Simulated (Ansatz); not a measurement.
Runs of Ansatz 0.2.0 on Ta2N. It takes space group P-3m1 (No. 164, trigonal). Conventional cell: a = 3.113 Å, b = 3.113 Å, c = 4.870 Å, α = 90.00°, β = 90.00°, γ = 120.00°. Ta (site symmetry 3m) has 3 N at 2.18 Å as nearest neighbours. N (site symmetry -3m) is surrounded by 6 Ta at 2.18 Å. The cell comes from a database or a generator and needn't be the stable form of this composition.

```csv
task,level,spin,cell,k mesh,cutoff (eV),smearing,points for each segment of the path,gap on the mesh (eV),pressure (GPa),relaxed volume (Å³/atom),largest force (eV/Å)
band structure,r2SCAN,"SOC, no magnetisation",as given,7 × 7 × 5,500,fermi-dirac 0.05 eV,14,none,-5.5,-,0.15
relaxation of cell and atoms,RPBE+D3(BJ),off,relaxed,10 × 10 × 6,420,fermi-dirac 0.05 eV,-,none,0.0,11.92,-
single point,PBE,off,as given,10 × 10 × 6,420,gaussian 0.013 eV,-,none,-1.3,-,0.01
phonons,PBE,off,as given,7 × 7 × 5,420,fermi-dirac 0.05 eV,-,none,-,-,-
single point,PBE,off,as given,10 × 10 × 6,420,gaussian 0.015 eV,-,none,-1.3,-,0.01
relaxation of cell and atoms,RPBE+D4,off,relaxed,10 × 10 × 6,420,fermi-dirac 0.05 eV,-,none,0.0,(a),-
relaxation of cell and atoms,revPBE+D4,off,relaxed,10 × 10 × 6,420,fermi-dirac 0.05 eV,-,none,0.0,(b),-
single point,PBE,off,as given,10 × 10 × 6,420,gaussian 0.014 eV,-,none,-1.3,-,0.01
```

Alike in all rows: potentials or basis Ansatz PAW.

Problem. Fill in the values left out.

Solution. (a) 13.40; (b) 13.39.

Caveats: the PAW data sets come from PBE, with cores solved anew for the run's functional, which leaves a small shift of forces and pressure (some runs); the plane-wave basis is chosen anew once the cell has moved, so the energies of steps on either side of that aren't comparable (some runs); pairwise dispersion overbinds metals, which lowers pressure and volume (some runs).

A k mesh can miss the band edges, and rows without SOC leave out spin-orbit coupling on Ta.

A gap of «none» marks a metal or a gap under the smearing width.
